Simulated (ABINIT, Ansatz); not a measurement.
# GaP (F-43m): the LO frequency by hand

Aim: work out the LO frequency and the static dielectric constant of GaP (F-43m) from one linear-response run, then check them.

Main program and level: ABINIT 10.8.3; DFT LDA, scalar-relativistic, plane waves, PseudoDojo norm-conserving pseudopotentials.

## 1. The relaxed structure

It takes space group F-43m (No. 216, cubic). Conventional cell: a = 5.388 Å, b = 5.388 Å, c = 5.388 Å, α = 90.00°, β = 90.00°, γ = 90.00°. Ga has 4 P at 2.33 Å nearest. P has 4 Ga at 2.33 Å nearest. Farther neighbours are not listed.

As a file:

```cif
data_structure
_symmetry_space_group_name_H-M 'F-43m'
_symmetry_Int_Tables_number 216
_cell_length_a 5.3876
_cell_length_b 5.3876
_cell_length_c 5.3876
_cell_angle_alpha 90.000
_cell_angle_beta 90.000
_cell_angle_gamma 90.000
_cell_volume 156.38
loop_
_atom_site_label
_atom_site_type_symbol
_atom_site_symmetry_multiplicity
_atom_site_Wyckoff_symbol
_atom_site_fract_x
_atom_site_fract_y
_atom_site_fract_z
_atom_site_occupancy
Ga1 Ga 4 a 0.00000 0.00000 0.00000 1
P1 P 4 d 0.25000 0.25000 0.75000 1
```

This is the cell after its relaxation at this level of theory, not the database cell from which that began.

## 2. What the response run gave

A linear-response run on the relaxed cell, with the response to an electric field; only its zone-centre results are used. Cutoff 44 Ha, k mesh 6×6×6 with shifts.

Numbers of over 12 decimals in the logs are rounded to 6 here.

Output:

```text
[banners, grids, parts of the stress and lines that vanish by symmetry left out]
- input  file    -> dfpt_gamma.abi
- output file    -> dfpt_gamma.abo
- root for input  files -> dfpt_gammai
[...]
DATASET    1 : space group F-4 3 m (#216); Bravais cF (face-center cubic)
[...]
nfft =       91125          nkpt =         432
[...]
DATASET    2 : space group F-4 3 m (#216); Bravais cF (face-center cubic)
[...]
nfft =       91125          nkpt =         432
[...]
== DATASET  1 ==================================================================
[...]
cutoff_energies: {ecut:  44.0, pawecutdg:  -1.0, }
[...]
- 15.00000   5.00000  180309                  znucl, zion, pspdat
[...]
Perturbation : derivative vs k along direction   1
[...]
-ETOT  1  -42.835289094419     -4.284E+01 1.365E+00 0.000E+00
 ETOT  2  -42.990511426578     -1.552E-01 7.383E-02 0.000E+00
 ETOT  3  -42.993910930646     -3.400E-03 5.103E-03 0.000E+00
 ETOT  4  -42.994081844567     -1.709E-04 6.353E-04 0.000E+00
 ETOT  5  -42.994094066134     -1.222E-05 5.553E-05 0.000E+00
[...]
At SCF step   22   max residual=  1.00E-20 < tolwfr=  1.00E-20 =>converged.
[...]
Perturbation : derivative vs k along direction   2
[...]
-ETOT  1  -42.835289094121     -4.284E+01 1.365E+00 0.000E+00
[...]
At SCF step   22   max residual=  1.00E-20 < tolwfr=  1.00E-20 =>converged.
[...]
Perturbation : derivative vs k along direction   3
[...]
-ETOT  1  -42.835289093823     -4.284E+01 1.365E+00 0.000E+00
[...]
At SCF step   22   max residual=  1.00E-20 < tolwfr=  1.00E-20 =>converged.
[...]
1        1       1.8447651037    0.0000000000
     1        2      -0.9223825519    0.0000000000
     1        3      -0.9223825519   -0.0000000000
     2        1      -0.9223825519    0.0000000000
     2        2       1.8447651037   -0.0000000000
     2        3       0.9223825519   -0.0000000000
     3        1      -0.9223825519   -0.0000000000
     3        2       0.9223825519   -0.0000000000
     3        3       1.8447651037    0.0000000000
[...]
== DATASET  2 ==================================================================
[...]
cutoff_energies: {ecut:  44.0, pawecutdg:  -1.0, }
[...]
Perturbation : displacement of atom   1   along direction   1
[...]
-ETOT  1   23.818734855175     -3.102E+04 3.377E+01 1.292E+02
[...]
At SCF step   11       vres2   =  3.70E-11 < tolvrs=  1.00E-10 =>converged.
[...]
At SCF step   10       vres2   =  1.48E-11 < tolvrs=  1.00E-10 =>converged.
[...]
-ETOT  1   3.922948     -1.045E+02 3.488E-01 1.585E+04
[...]
ETOT  9  0.863693     -1.644E-10 3.393E-10 4.155E-09
 ETOT 10  0.863693     -1.168E-11 1.831E-11 1.460E-11
 At SCF step   10       vres2   =  1.46E-11 < tolvrs=  1.00E-10 =>converged.
[...]
Dielectric tensor, in cartesian coordinates,
[...]
1    4   1    4        10.7631662128        -0.0000000000
   1    4   2    4        -0.0000000000        -0.0000000000
   1    4   3    4        -0.0000000000        -0.0000000000
   2    4   1    4        -0.0000000000        -0.0000000000
   2    4   2    4        10.7631662128        -0.0000000000
   2    4   3    4         0.0000000000        -0.0000000000
   3    4   1    4        -0.0000000000        -0.0000000000
   3    4   2    4         0.0000000000        -0.0000000000
   3    4   3    4        10.7631662128        -0.0000000000
  Effective charges, in cartesian coordinates,
[...]
1    1   1    4         2.0463849575         0.0000000000
   2    1   1    4        -0.0000000000         0.0000000000
   3    1   1    4         0.0000000000         0.0000000000
   1    2   1    4        -2.0550101855         0.0000000000
   2    2   1    4         0.0000000000         0.0000000000
[...]
Effective charges, in cartesian coordinates,
[...]
Rigid-atom elastic tensor , in cartesian coordinates,
[...]
Rigid-atom proper piezoelectric tensor, in cartesian coordinates,
[...]
2    4   2    6         0.0135123672         0.0000000000
   2    4   3    6         0.0000000000         0.0000000000
   3    4   1    5        -0.0000000000         0.0000000000
   3    4   2    5         0.0000000000         0.0000000000
   3    4   3    5         0.0000000000         0.0000000000
   3    4   1    6         0.0000000000         0.0000000000
   3    4   2    6         0.0000000000         0.0000000000
   3    4   3    6         0.0135123691         0.0000000000
  Phonon wavevector (reduced coordinates) :  0.00000  0.00000  0.00000
 Phonon energies in Hartree :
[...]
Phonon frequencies in cm-1    :
-  8.431575E-01  8.431576E-01  8.431577E-01  3.651007E+02  3.651007E+02
-  3.651007E+02
  Phonon at Gamma, with non-analyticity in the
[...]
Phonon energies in Hartree :
[...]
Phonon frequencies in cm-1    :
-  8.431575E-01  8.431576E-01  8.859358E-01  3.651007E+02  3.651007E+02
-  3.953046E+02
  Phonon at Gamma, with non-analyticity in the
[...]
Phonon energies in Hartree :
[...]
Phonon frequencies in cm-1    :
-  8.431575E-01  8.431577E-01  8.859357E-01  3.651007E+02  3.651007E+02
-  3.953046E+02
  Phonon at Gamma, with non-analyticity in the
[...]
Phonon energies in Hartree :
[...]
Phonon frequencies in cm-1    :
-  8.431576E-01  8.431577E-01  8.859356E-01  3.651007E+02  3.651007E+02
-  3.953046E+02
[...]
fcart2     0.0000000000E+00  0.0000000000E+00  0.0000000000E+00
           strten2     0.0000000000E+00  0.0000000000E+00  0.0000000000E+00
================================================================================
```

| quantity | value |
| --- | --- |
| cell volume Ω (Å³) | 39.095 |
| mass of Ga (u) | 69.723 |
| mass of P (u) | 30.974 |
| Born charge of Ga, raw (e) | 2.046 |
| Born charge of P, raw (e) | -2.055 |
| ε∞ | 10.763 |
| ω(TO) after the sum rule (cm⁻¹) | 365.1 |

## 3. The calculation

The charges must sum to zero over the cell; taking off their mean, -0.004 e, leaves Z* = 2.051 e on Ga. In the polar mode Ga moves against P, so the reduced mass is μ = 69.72 × 30.97 / 100.70 = 21.446 u.

A longitudinal wave builds up a field that adds to the restoring force: ω(LO)² = ω(TO)² + 4π Z*² / (μ Ω ε∞), in Hartree atomic units. With μ = 39094 electron masses and Ω = 263.83 bohr³ the second term is 4.7603e-07 Ha², or 22930 cm⁻² (1 Ha = 219474.6 cm⁻¹).

So ω(LO) = √(133298 + 22930) = 395.3 cm⁻¹, and by the Lyddane-Sachs-Teller relation ε₀ = ε∞ (ω(LO)/ω(TO))² = 12.61.

## 4. Check against the program

The analysis program adds the same non-analytic term to the full matrix.

Output:

```text
[banners, grids, parts of the stress and lines that vanish by symmetry left out]
-outvars_anaddb: echo values of input variables ----------------------

 Flags :
[...]
Dielectric Tensor and Effective Charges
[...]
Effective charge tensors after
[...]
Phonon wavevector (reduced coordinates) :  0.00000  0.00000  0.00000
 Phonon energies in Hartree :
[...]
Phonon energies in meV     :
-  0.000000E+00  0.000000E+00  0.000000E+00  4.526667E+01  4.526667E+01
-  4.526667E+01
 Phonon frequencies in cm-1    :
-  0.000000E+00  0.000000E+00  0.000000E+00  3.651003E+02  3.651003E+02
-  3.651003E+02
 Phonon frequencies in Thz     :
-  0.000000E+00  0.000000E+00  0.000000E+00  1.094543E+01  1.094543E+01
-  1.094543E+01
 Phonon energies in Kelvin  :
-  0.000000E+00  0.000000E+00  0.000000E+00  5.252979E+02  5.252979E+02
-  5.252979E+02
[...]
-  1  0.00000000E+00  0.00000000E+00  2.33406096E-03
-     0.00000000E+00  0.00000000E+00  0.00000000E+00
-  2  0.00000000E+00  0.00000000E+00  2.33406099E-03
-     0.00000000E+00  0.00000000E+00  0.00000000E+00
[...]
-  1  0.00000000E+00  2.33406096E-03  0.00000000E+00
-     0.00000000E+00  0.00000000E+00  0.00000000E+00
-  2  0.00000000E+00  2.33406099E-03  0.00000000E+00
-     0.00000000E+00  0.00000000E+00  0.00000000E+00
[...]
-  1  2.33406096E-03  0.00000000E+00  0.00000000E+00
-     0.00000000E+00  0.00000000E+00  0.00000000E+00
-  2  2.33406099E-03  0.00000000E+00  0.00000000E+00
-     0.00000000E+00  0.00000000E+00  0.00000000E+00
[...]
-  1  0.00000000E+00  0.00000000E+00  1.55568314E-03
-     0.00000000E+00  0.00000000E+00  0.00000000E+00
-  2  0.00000000E+00  1.23925377E-07 -3.50189603E-03
-     0.00000000E+00  0.00000000E+00  0.00000000E+00
[...]
-  1  2.80938419E-07 -1.55568312E-03  0.00000000E+00
-     0.00000000E+00  0.00000000E+00  0.00000000E+00
-  2 -6.32402003E-07  3.50189598E-03  1.23930375E-07
-     0.00000000E+00  0.00000000E+00  0.00000000E+00
[...]
-  1  1.55568312E-03  2.80938854E-07  0.00000000E+00
-     0.00000000E+00  0.00000000E+00  0.00000000E+00
-  2 -3.50189598E-03 -6.32402983E-07  0.00000000E+00
-     0.00000000E+00  0.00000000E+00  0.00000000E+00
[...]
-     1         -0.000000    -0.000000    -0.000000     0.000000
-     2         -0.000000    -0.000000     0.000000     0.000000
-     3         -0.000000     0.000000    -0.000000     0.000000
-     4          0.000021    -0.000096     2.706641     2.706641
-     5          0.000489    -2.706641    -0.000096     2.706641
-     6          2.706641     0.000489    -0.000021     2.706641
[...]
-   1     Real    0.0000E+00  0.0000E+00  0.0000E+00  0.0000E+00  0.0000E+00  0.0000E+00  0.0000E+00
[...]
-     0.00000000E+00  0.00000000E+00  0.00000000E+00
-  2  0.00000000E+00  0.00000000E+00  2.33406099E-03
-     0.00000000E+00  0.00000000E+00  0.00000000E+00
[...]
Phonon at Gamma, with non-analyticity in the
[...]
Phonon energies in Hartree :
[...]
Phonon energies in meV     :
-  0.000000E+00  0.000000E+00  0.000000E+00  4.526667E+01  4.526667E+01
-  4.900565E+01
 Phonon frequencies in cm-1    :
-  0.000000E+00  0.000000E+00  0.000000E+00  3.651003E+02  3.651003E+02
-  3.952572E+02
 Phonon frequencies in Thz     :
-  0.000000E+00  0.000000E+00  0.000000E+00  1.094543E+01  1.094543E+01
-  1.184951E+01
 Phonon energies in Kelvin  :
-  0.000000E+00  0.000000E+00  0.000000E+00  5.252979E+02  5.252979E+02
-  5.686870E+02
[...]
Phonon at Gamma, with non-analyticity in the
[...]
Phonon energies in Hartree :
[...]
Phonon energies in meV     :
-  0.000000E+00  0.000000E+00  0.000000E+00  4.526667E+01  4.526667E+01
-  4.900565E+01
 Phonon frequencies in cm-1    :
-  0.000000E+00  0.000000E+00  0.000000E+00  3.651003E+02  3.651003E+02
-  3.952572E+02
 Phonon frequencies in Thz     :
-  0.000000E+00  0.000000E+00  0.000000E+00  1.094543E+01  1.094543E+01
-  1.184951E+01
 Phonon energies in Kelvin  :
-  0.000000E+00  0.000000E+00  0.000000E+00  5.252979E+02  5.252979E+02
-  5.686870E+02
[...]
-  1  0.00000000E+00 -2.33406095E-03  0.00000000E+00
-     0.00000000E+00  0.00000000E+00  0.00000000E+00
-  2  0.00000000E+00 -2.33406098E-03  0.00000000E+00
-     0.00000000E+00  0.00000000E+00  0.00000000E+00
[...]
-  1  2.33406096E-03  0.00000000E+00  0.00000000E+00
-     0.00000000E+00  0.00000000E+00  0.00000000E+00
-  2  2.33406099E-03  0.00000000E+00  0.00000000E+00
-     0.00000000E+00  0.00000000E+00  0.00000000E+00
[...]
-  1  2.30185379E-04  9.66728017E-04 -1.19691340E-03
-     0.00000000E+00  0.00000000E+00  0.00000000E+00
-  2 -5.18155171E-04 -2.17613787E-03  2.69429305E-03
-     0.00000000E+00  0.00000000E+00  0.00000000E+00
[...]
-  1  1.24917895E-03 -8.23935862E-04 -4.25243091E-04
-     0.00000000E+00  0.00000000E+00  0.00000000E+00
-  2 -2.81194460E-03  1.85470784E-03  9.57236761E-04
-     0.00000000E+00  0.00000000E+00  0.00000000E+00
[...]
Direction                     Dielectric constant
[...]
Elastic Tensor (clamped ion) (unit:10^2GP):
[...]
Elastic Tensor (relaxed ion) (unit:10^2GP):
[...]
Calculation of the tensor related to piezoelectric effetc
[...]
Proper piezoelectric constants (clamped ion) (unit:c/m^2)
[...]
Increase cutoff energy or k-points sampling.
[...]
Proper piezoelectric constants (relaxed ion) (unit:c/m^2)
[...]
0.00000000      0.12676005      0.00000000
     -0.00000000      0.00000000      0.12676012
-
```

| quantity | by hand | program |
| --- | --- | --- |
| ω(LO) (cm⁻¹) | 395.3 | 395.3 |
| ε₀ | 12.61 | 12.61 |

## 5. Summary of results

| Item | Value |
| --- | --- |
| TO mode | 365.1 cm⁻¹ |
| LO mode | 395.3 cm⁻¹ |
| static dielectric constant | 12.61 |

**Reading.** The LO mode of GaP (F-43m) lies at 395 cm⁻¹, 30 cm⁻¹ above the TO mode; the formula meets the program within 0.1 cm⁻¹, as it must for a cubic crystal with one polar mode. ω(LO)² − ω(TO)² goes with Z*²/ε∞: an error of 5 % in ε∞ would move the LO mode by 1.4 cm⁻¹, and semilocal functionals tend to overestimate ε∞. These are harmonic values at zero temperature, at the volume of this functional, for the structure held cubic; stability elsewhere in the zone is no part of this calculation.

[Host names and launcher messages were left out of these logs when they were recorded.]

[Logs are printed without paths, hosts, clocks, repeated set-up lines and the standing remarks that a program may print on its own settings, such as how far it seeks lower states.]

[Hosts, paths, dates, database ids (printed as entryN), source tags and the programs' standing remarks are cut or masked in the printed files.]
